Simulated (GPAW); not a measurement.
# CeO2 (Fm-3m) in GPAW: notebook

One crystal, CeO2, is run at these levels: LDA+U, PBE; tasks: equation of state, band structure.

Everything below comes from runs of GPAW 26.7.0. Logs are shortened: lines on timing, memory, paths and dates and some standing lists are left out, and cuts for length are marked. The log counts tension as positive stress, the text compression.

**What was measured.**

From “Atomistic and experimental study on thermal conductivity of bulk and porous cerium dioxide”, 2019, pmc:6474893, for a bulk crystal of CeO2 at 300 K: bulk modulus 204 GPa.

The results are compared with them further down.

## 1. The crystal as given

Symmetry: Fm-3m, No. 225, cubic system. Conventional cell: a = 5.407 Å, b = 5.407 Å, c = 5.407 Å, α = 90.00°, β = 90.00°, γ = 90.00°. Ce (site symmetry m-3m) has 8 O at 2.34 Å as nearest neighbours. O (site symmetry -43m) has 4 Ce at 2.34 Å as nearest neighbours.

## 2. Equation of state, LDA+U, collinear spin, ferromagnetic start

run.py

```python
from ase.eos import EquationOfState
from ase.io import Trajectory, read
from ase.units import GPa
from gpaw import GPAW, PW

atoms = read('CeO2.cif')
atoms.set_initial_magnetic_moments([1.0, 0.0, 0.0])

traj = Trajectory('eos.traj', 'w')
volumes, energies = [], []
for x in [0.94, 0.96, 0.98, 1.0, 1.02, 1.04, 1.06]:
    a = atoms.copy()
    a.set_cell(atoms.cell * x**(1 / 3), scale_atoms=True)
    calc = GPAW(mode=PW(800),
                xc='LDA',
                kpts={'size': (6, 6, 6), 'gamma': True},
                occupations={'name': 'fermi-dirac', 'width': 0.05},
                setups={'Ce': ':f,5.0'},
                nbands=26,
                convergence={'density': 1e-05, 'energy': 1e-05},
                maxiter=150,
                txt=f'eos-{x:.2f}.txt')
    a.calc = calc
    energies.append(a.get_potential_energy(force_consistent=True))
    volumes.append(a.get_volume())
    p = -a.get_stress()[:3].mean() / GPa
    calc.write(f'eos-{x:.2f}.gpw')
    traj.write(a)
    print(f'{x:.2f} {volumes[-1]:10.4f} A^3 {energies[-1]:14.6f} eV {p:9.3f} GPa', flush=True)

v0, e0, B = EquationOfState(volumes, energies, eos='birchmurnaghan').fit()
print(f'V0 = {v0:.4f} A^3, E0 = {e0:.6f} eV, B0 = {B / GPa:.2f} GPa')
```

CeO2.cif

```cif
data_CeO2
_cell_length_a 3.82353850
_cell_length_b 3.82353850
_cell_length_c 3.82353850
_cell_angle_alpha 60.00000000
_cell_angle_beta 60.00000000
_cell_angle_gamma 60.00000000
_space_group_name_H-M_alt 'P1'
_space_group_name_Hall 'P 1'
_space_group_IT_number 1
loop_
_space_group_symop_operation_xyz
'x,y,z'
loop_
_atom_site_label
_atom_site_type_symbol
_atom_site_symmetry_multiplicity
_atom_site_Wyckoff_symbol
_atom_site_fract_x
_atom_site_fract_y
_atom_site_fract_z
_atom_site_occupancy
Ce1 Ce 1 a 0.0000000000 0.0000000000 0.0000000000 1
O1 O 1 a 0.7500000000 0.7500000000 0.7500000000 1
O2 O 1 a 0.2500000000 0.2500000000 0.2500000000 1
```

Potentials or basis: the program's PAW data sets (release 1.2.1) made for this functional, pw.

Command:

```bash
> OMP_NUM_THREADS=1 python run.py
```

The program printed:

```text
__  _  _
 | _ |_)|_||  |
 |__||  | ||/\| - 26.7.0

Input parameters:
  mode=PW(ecut=800.0),
  convergence={'density': 1e-05, 'energy': 1e-05},
  kpts=MonkhorstPack(size=(6, 6, 6), gamma=True),
  maxiter=150,
  nbands=26,
  occupations=Occupations(name='fermi-dirac', width=0.05),
  setups={'Ce': ':f,5.0'},
  xc=XC(name='LDA')

Diagonalizing LCAO Hamiltonian
Converting LCAO to pw mode

                       O

            O
       Ce

Atoms  # Å, Bohr magnetons
|   | symbol |        x |        y |        z |    initial magnetic moments |
|---|--------|----------|----------|----------|-----------------------------|
| 0 |     Ce | 0.000000 | 0.000000 | 0.000000 | ( 0.0000,  0.0000,  1.0000) |
| 1 |      O | 5.618228 | 3.243685 | 2.293632 | ( 0.0000,  0.0000,  0.0000) |
| 2 |      O | 1.872743 | 1.081228 | 0.764544 | ( 0.0000,  0.0000,  0.0000) |

Unit cell  # Å
| periodic |        x |        y |        z |  lengths |    angles |
|----------|----------|----------|----------|----------|-----------|
|      yes | 3.745485 | 0.000000 | 0.000000 | 3.745485 | 60.000000 |
|      yes | 1.872743 | 3.243685 | 0.000000 | 3.745485 | 60.000000 |
|      yes | 1.872743 | 1.081228 | 3.058176 | 3.745485 | 60.000000 |

Number of symmetries: 48
Symmetry operations  # r_c * U_cc + t_c -> r_c
|    | kind |            matrix            |
|----|------|------------------------------|
|  0 |  σ   |  1, 0, 0,  1, 0,-1,  1,-1, 0 |
|  1 |  C2  |  1, 0, 0,  1,-1, 0,  1, 0,-1 |
|  2 |  E   |  1, 0, 0,  0, 1, 0,  0, 0, 1 |
|  3 |  σ   |  1, 0, 0,  0, 0, 1,  0, 1, 0 |
|  4 |  C4  |  1, 0,-1,  1, 0, 0,  1,-1, 0 |
|  5 |  S6  |  1, 0,-1,  1,-1, 0,  1, 0, 0 |
|  6 |  σ   |  1, 0,-1,  0, 1,-1,  0, 0,-1 |
|  7 |  C3  |  1, 0,-1,  0, 0,-1,  0, 1,-1 |
|  8 |  S6  |  1,-1, 0,  1, 0, 0,  1, 0,-1 |
|  9 |  C4  |  1,-1, 0,  1, 0,-1,  1, 0, 0 |
| 10 |  C3  |  1,-1, 0,  0,-1, 1,  0,-1, 0 |
| 11 |  σ   |  1,-1, 0,  0,-1, 0,  0,-1, 1 |
| 12 |  σ   |  0, 1, 0,  1, 0, 0,  0, 0, 1 |
| 13 |  C4  |  0, 1, 0,  0, 1,-1, -1, 1, 0 |
| 14 |  C3  |  0, 1, 0,  0, 0, 1,  1, 0, 0 |
| 15 |  S6  |  0, 1, 0, -1, 1, 0,  0, 1,-1 |
| 16 |  C2  |  0, 1,-1,  1, 0,-1,  0, 0,-1 |
| 17 |  σ   |  0, 1,-1,  0, 1, 0, -1, 1, 0 |
| 18 |  S4  |  0, 1,-1,  0, 0,-1,  1, 0,-1 |
| 19 |  C4  |  0, 1,-1, -1, 1, 0,  0, 1, 0 |
| 20 |  C3  |  0, 0, 1,  1, 0, 0,  0, 1, 0 |
| 21 |  σ   |  0, 0, 1,  0, 1, 0,  1, 0, 0 |
| 22 |  S6  |  0, 0, 1,  0,-1, 1, -1, 0, 1 |
| 23 |  C4  |  0, 0, 1, -1, 0, 1,  0,-1, 1 |
| 24 |  S4  |  0, 0,-1,  1, 0,-1,  0, 1,-1 |
| 25 |  C3  |  0, 0,-1,  0, 1,-1,  1, 0,-1 |
| 26 |  C2  |  0, 0,-1,  0,-1, 0, -1, 0, 0 |
| 27 |  S6  |  0, 0,-1, -1, 0, 0,  0,-1, 0 |
| 28 |  S4  |  0,-1, 1,  1,-1, 0,  0,-1, 0 |
| 29 |  C4  |  0,-1, 1,  0, 0, 1, -1, 0, 1 |
| 30 |  C2  |  0,-1, 1,  0,-1, 0,  1,-1, 0 |
| 31 |  σ   |  0,-1, 1, -1, 0, 1,  0, 0, 1 |
| 32 |  C3  |  0,-1, 0,  1,-1, 0,  0,-1, 1 |
| 33 |  S6  |  0,-1, 0,  0, 0,-1, -1, 0, 0 |
| 34 |  S4  |  0,-1, 0,  0,-1, 1,  1,-1, 0 |
| 35 |  C2  |  0,-1, 0, -1, 0, 0,  0, 0,-1 |
| 36 |  C2  | -1, 1, 0,  0, 1, 0,  0, 1,-1 |
| 37 |  S6  | -1, 1, 0,  0, 1,-1,  0, 1, 0 |
| 38 |  S4  | -1, 1, 0, -1, 0, 1, -1, 0, 0 |
| 39 |  C3  | -1, 1, 0, -1, 0, 0, -1, 0, 1 |
| 40 |  S6  | -1, 0, 1,  0, 0, 1,  0,-1, 1 |
| 41 |  C2  | -1, 0, 1,  0,-1, 1,  0, 0, 1 |
| 42 |  C3  | -1, 0, 1, -1, 1, 0, -1, 0, 0 |
| 43 |  S4  | -1, 0, 1, -1, 0, 0, -1, 1, 0 |
| 44 |  C2  | -1, 0, 0,  0, 0,-1,  0,-1, 0 |
| 45 |  i   | -1, 0, 0,  0,-1, 0,  0, 0,-1 |
| 46 |  σ   | -1, 0, 0, -1, 1, 0, -1, 0, 1 |
| 47 |  C2  | -1, 0, 0, -1, 0, 1, -1, 1, 0 |

BZ-sampling:
  Number of BZ points: 216
  Number of IBZ points: 16

  Monkhorst-Pack size: [6, 6, 6]
  Monkhorst-Pack shift: [0.08333333333333333, 0.08333333333333333, 0.08333333333333333]

K-points  # in reciprocal-cell coordinates
|     |                                coordinates |     weight |
|-----|--------------------------------------------|------------|
|   0 | (  0.00000000,   0.00000000,   0.00000000) | 0.00462963 |
|   1 | (  0.16666667,   0.16666667,   0.00000000) | 0.02777778 |
|   2 | (  0.16666667,   0.16666667,   0.16666667) | 0.03703704 |
|   3 | (  0.33333333,   0.16666667,   0.16666667) | 0.05555556 |
|   4 | (  0.33333333,   0.33333333,  -0.33333333) | 0.05555556 |
|   5 | (  0.33333333,   0.33333333,   0.00000000) | 0.02777778 |
|   6 | (  0.33333333,   0.33333333,   0.16666667) | 0.11111111 |
|   7 | (  0.33333333,   0.33333333,   0.33333333) | 0.03703704 |
|   8 | (  0.50000000,   0.33333333,  -0.33333333) | 0.11111111 |
|   9 | (  0.50000000,   0.33333333,  -0.16666667) | 0.05555556 |
| ... |                                            |            |
|  15 | (  0.50000000,   0.50000000,   0.50000000) | 0.01851852 |

Plane wave coefficients: 1932
Cutoff: 800.0 eV

Spin-components: 2 (collinear spins)
Bands:           26
Projectors:      18
Spin-degeneracy: 1
Datatype:        complex128

Parallelization:
  kpt:    1
  domain: 1
  band:   1

Density:
  Valence electrons: 24.0
  Components: 2
  Grid points: [25 25 25]
  Charge: 0.0  # |e|

Potential:
  Grid points: [25 25 25]

species:
  Ce:
    name:    Cerium
    Z:       58.0
    valence: 12
    core:    46
    charge:  0.0  # [|e|]
    Hubbard: {U: 5.0,  # eV
              l: 3,
              scale: True}
    compensation charges:
      type: gauss
      rc: 0.35  # [Å]
      lmax: 2
    cutoffs:
      filter: 1.17  # [Å]
      core: 2.14  # [Å]
    projectors
    | kind |    occ | energy [eV] | rcut [Å] |
    |------|--------|-------------|----------|
    |   5s |  2.000 |     -40.728 |    1.164 |
    |   6s |  2.000 |      -3.881 |    1.164 |
    |   5p |  6.000 |     -23.302 |    1.164 |
    |   6p |  0.000 |      -1.409 |    1.164 |
    |   5d |  1.000 |      -3.179 |    1.164 |
    |   4f |  1.000 |      -5.608 |    1.164 |
    |    d |        |      24.032 |    1.164 |
    |    f |        |      21.603 |    1.164 |

    Using partial waves for Ce as LCAO basis

  O:
    name:    Oxygen
    Z:       8.0
    valence: 6
    core:    2
    charge:  0.0  # [|e|]
    compensation charges:
      type: gauss
      rc: 0.21  # [Å]
      lmax: 2
    cutoffs:
      filter: 1.17  # [Å]
      core: 0.83  # [Å]
    projectors
    | kind |    occ | energy [eV] | rcut [Å] |
    |------|--------|-------------|----------|
    |   2s |  2.000 |     -23.752 |    0.688 |
    |   2p |  4.000 |      -9.195 |    0.598 |
    |    s |        |       3.459 |    0.688 |
    |    p |        |      18.016 |    0.598 |
    |    d |        |       0.000 |    0.619 |

    Using partial waves for O as LCAO basis

Reference energy: -244981.368062  # eV

eigensolver:
  PPCG
  Converge bands: occupied
  niter=2

density mixing:
  MSR1-Mixer
  Pratt-step length: 0.05
  Maximum mixing coefficient: 0.75
  Old densities: 10
  SVD Regularization: 0.005
  Good broyden scale: 1.0
  Trust region scale: 1.0
  Backstep threshold: 4.0
  History deletion threshold: 6.0
  Fourier metric: weight=20.0, sigma=0.015

occupation numbers:
  Fermi-Dirac:
    width: 0.0500  # eV

poisson solver:
  ecut: 6400.0  # eV

xc functional:
  name: None

convergence criteria:
- Maximum integral of absolute [dens]ity change: 1e-05 electrons / valence electron
- Maximum [total energy] change in last 3 cyles: 1e-05 eV / valence electron
- Maximum integral of absolute [eigenst]ate change: 4e-08 eV^2 / valence electron
maximum number of iterations: 150

SCF iterations
|iter     | |      energy | eigst |  dens |  magmom |
|---------|-|-------------|-------|-------|---------|
|iter:   1| |  -29.627656 | -0.47 |       |  +0.9945|
|iter:   2| |  -28.931010 | -1.61 | -0.77 |  +0.9448|
|iter:   3| |  -27.590005 | -0.91 | -0.82 |  +0.5386|
|iter:   4| |  -27.572299 | -2.22 | -1.21 |  +0.3283|
|iter:   5| |  -27.519143 | -2.67 | -1.38 |  +0.1571|
|iter:   6| |  -27.523513 | -3.51 | -1.79 |  +0.0105|
|iter:   7| |  -27.523794 | -5.19 | -2.53 |  +0.0006|
|iter:   8| |  -27.523942 | -4.87 | -2.81 |  -0.0021|
|iter:   9| |  -27.523947c| -6.84 | -3.53 |  -0.0008|
|iter:  10| |  -27.523947c| -7.54c| -3.99 |  +0.0001|
|iter:  11| |  -27.523947c| -8.77c| -4.92 |  +0.0000|
|iter:  12| |  -27.523947c| -9.25c| -5.30c|  +0.0000|

Converged in 12 steps
Energy contributions relative to reference atoms: (reference = -244981.368062)

Energy contributions:
  Kinetic:         -22.303170
  Coulomb:          12.838128
  Zero:              2.768133
  External:          0.000000
  Xc:              -20.827040
  Entropy:          -0.000000
  Spinorbit:         0.000000
  ----------------------------
  Free energy:     -27.523947
  Extrapolated:    -27.523947

dipole moment: (-49.394651, -28.518015, -20.165282)  # |e|*Ang

Total magnetic moment: (0.000000, 0.000000, 0.000002)

Local magnetic moments
|        x |        y |         z |
|----------|----------|-----------|
| 0.000000 | 0.000000 |  0.000000 |  # Ce   0
| 0.000000 | 0.000000 | -0.000002 |  # O    1
| 0.000000 | 0.000000 | -0.000002 |  # O    2

Fermi level: 10.590
Eigenvalues  # (at kpt = [0.000, 0.000, 0.000])
| band index |      eig [eV] | occ [0-1] |      eig [eV] | occ [0-1] |
|------------|---------------|-----------|---------------|-----------|
|          0 |       -23.822 |     1.000 |       -23.822 |     1.000 |
|        ... |               |           |               |           |
|          4 |        -5.641 |     1.000 |        -5.641 |     1.000 |
|          5 |        -5.566 |     1.000 |        -5.566 |     1.000 |
|          6 |         5.113 |     1.000 |         5.113 |     1.000 |
|          7 |         5.113 |     1.000 |         5.113 |     1.000 |
|          8 |         5.113 |     1.000 |         5.113 |     1.000 |
|          9 |         8.957 |     1.000 |         8.957 |     1.000 |
|         10 |         8.957 |     1.000 |         8.957 |     1.000 |
|         11 |         8.957 |     1.000 |         8.957 |     1.000 |
|         12 |        12.830 |     0.000 |        12.830 |     0.000 |
|         13 |        12.851 |     0.000 |        12.851 |     0.000 |
|         14 |        12.851 |     0.000 |        12.851 |     0.000 |
|         15 |        12.851 |     0.000 |        12.851 |     0.000 |
|         16 |        13.409 |     0.000 |        13.409 |     0.000 |
|         17 |        13.409 |     0.000 |        13.409 |     0.000 |
|         18 |        13.409 |     0.000 |        13.409 |     0.000 |
|         19 |        15.182 |     0.000 |        15.182 |     0.000 |
|        ... |               |           |               |           |
|         25 |        25.623 |     0.000 |        25.623 |     0.000 |

Gap: 2.851 eV
Transition (v -> c):
  (s=0, k=10, n=11, [0.50, 0.33, 0.17]) -> (s=1, k=15, n=12, [0.50, 0.50, 0.50])
Direct/indirect transitions are different
Direct gap: 3.015 eV
Transition at: (s=0->1, k=11, n=11, [0.50, 0.33, 0.33])

Stress tensor  # eV/Ang^3
|         x |         y |         z |
|-----------|-----------|-----------|
| -0.061421 |  0.000000 |  0.000000 |
|  0.000000 | -0.061421 |  0.000000 |
|  0.000000 |  0.000000 | -0.061421 |

# Writing to eos-0.94.gpw (mode='')
```

Run time: 5.2 min. Hardware: 1 thread of Arm Neoverse V1, shared host; peak memory 0.44 GiB.

What came out:

| Quantity | Value |
| --- | --- |
| Equilibrium volume | 12.92 Å³/atom |
| Bulk modulus | 217 GPa |
| Pressure derivative of the bulk modulus | 4.5 |

Energy against volume, from the lowest point:
```
volume (Å³/atom)  energy (meV/atom)
          12.385              16.02
          12.648               3.96
          12.912               0.00
          13.175               3.41
          13.439              13.27
          13.702              28.98
          13.966              49.90
```

Caveat: one-centre terms of the f shell are cut off; the magnetic or orbital state may not be the lowest; spin-orbit coupling is left out, which moves the levels of the heavy elements. The state reached can hang on the start; a lower one may exist.

(Continued in part 2 of 3.)
